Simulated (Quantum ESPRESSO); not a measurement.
**MgO in Quantum ESPRESSO: the effect of target pressure**

The system is MgO.

```
Mg O
1.0
     0.00000    2.09700    2.09700
     2.09700    0.00000    2.09700
     2.09700    2.09700    0.00000
Mg O
1 1
Direct
  0.00000 0.00000 0.00000
  0.50000 0.50000 0.50000
```

The cell is a database's computed one.

Alike in all runs:

```yaml
Program: Quantum ESPRESSO 7.5
Task: phonons
Functional: PBE
Potentials_or_basis: GBRV 1.5 PBE
Cutoff: 612 eV
Density_cutoff: 4898 eV
k_mesh: 6 × 6 × 6, shifted
Occupations: fermi-dirac, width 0.05 eV
Spin: no spin polarisation
```

Each run relaxes the cell or the atoms first.

```tsv
target pressure	relaxed volume (Å³/atom)	dielectric constant (mean)	highest phonon frequency (cm⁻¹)
0 GPa	9.63	3.24	366
2 GPa	9.50	3.22	378
5 GPa	?	?	?
10 GPa	9.07	3.17	422
15 GPa	8.84	3.14	445
```

What does the run with target pressure 5 GPa give?

Relaxed volume 9.33 Å³/atom; dielectric constant 3.20 mean; highest phonon frequency 395 cm⁻¹.

Worked out: In Murnaghan's law V^(-B') rises as a straight line in P. The other rows fit best with B' = 4.0, V0 = 9.63 Å³/atom and B0 = 147 GPa, which gives 9.33 Å³/atom at 5 GPa, against the run's 9.33. A straight line through the other rows of the dielectric constant, of slope -0.00652  per GPa, gives 3.20 , against the run's 3.20. A parabola through the other rows of the highest phonon frequency, of slope 5.6 cm⁻¹ per GPa there, gives 396 cm⁻¹, against the run's 395.

Caveats: the cell is more than 3 GPa from zero pressure, which shifts response properties (some runs).
